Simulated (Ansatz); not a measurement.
# CuO: the cost of one run

Method: DFT PBEsol+U (U_eff = 1 eV on Cu d), plane waves, PAW, in Ansatz 0.2.0.

1 further run of the same task is left out (it didn't finish).

### 1 The starting structure

The structure is monoclinic, space group Cc (No. 9). The conventional cell has a = 4.689 Å, b = 3.427 Å, c = 5.132 Å, α = 90.00°, β = 99.65°, γ = 90.00°. Cu (site symmetry 1) is surrounded by 4 O at 1.91 to 2.02 Å. Around O (site symmetry 1) lie 4 Cu at 1.91 to 2.02 Å.

Structure file:

```cif
data_structure
_symmetry_space_group_name_H-M 'P 1'
_symmetry_Int_Tables_number 1
_cell_length_a 2.9040
_cell_length_b 2.9040
_cell_length_c 5.1321
_cell_angle_alpha 97.781
_cell_angle_beta 97.781
_cell_angle_gamma 72.316
_cell_volume 40.65
loop_
_atom_site_label
_atom_site_type_symbol
_atom_site_fract_x
_atom_site_fract_y
_atom_site_fract_z
_atom_site_occupancy
Cu1 Cu 0.00320 0.49680 0.00000 1
Cu2 Cu 0.49680 0.00320 0.50000 1
O1 O 0.57140 0.40560 0.25370 1
O2 O 0.40560 0.57140 0.75370 1
```

An earlier series on this cell reached its lowest free state from «canted directions free, 120°», perhaps among other starts.

### 2 Total moment held at first, then free, 1.00 μB per cell

input.yaml

```yaml
crystal:
  lattice:
    - [2.34464976, -1.71339982, 0.0]
    - [2.34464976, 1.71339982, 0.0]
    - [-0.86054991, 0.0, 5.05943948]
  atoms:
    - { symbol: Cu, position: [0.0032, 0.4968, 0.0], spin: 0.5 }
    - { symbol: Cu, position: [0.4968, 0.0032, 0.5], spin: 0.5 }
    - { symbol: O, position: [0.5714, 0.4056, 0.2537] }
    - { symbol: O, position: [0.4056, 0.5714, 0.7537] }
basis:
  ecutwfc: 420
  ecutrho_ratio: 4
kpoints:
  mp_grid: { grid: [7, 7, 4] }
hamiltonian:
  xc: pbesol
  hubbard:
    sites: [{ site: 0, l: d, u_eff: 1.0 }, { site: 1, l: d, u_eff: 1.0 }]
scf:
  occupations: { method: gaussian, width: 0.05 }
  lower_state_search: "off"
  max_iter: 150
output:
  forces: true
  stress: true
  eigenvalues: true
  populations: true
  hubbard: { sites: [{ site: 0, l: d }, { site: 1, l: d }] }
magnetization:
  spin_polarized: true
  initial_magnetization: 1.0
  spin_locking: { lock_magnetization: soft, n_iters: 12 }
```

The lock is temporary (n_iters 12) and is released on the way.

Launch:

```bash
$ ansatz run input.yaml --threads 2 --pin off --max-ram 3072MiB --backend cpu --events-out ev --progress --plain --runs-dir out
```

Q: Estimate wall time and peak memory on 2 threads of Arm Neoverse V1, shared host.

About 28 s, with a peak of 0.41 GiB.
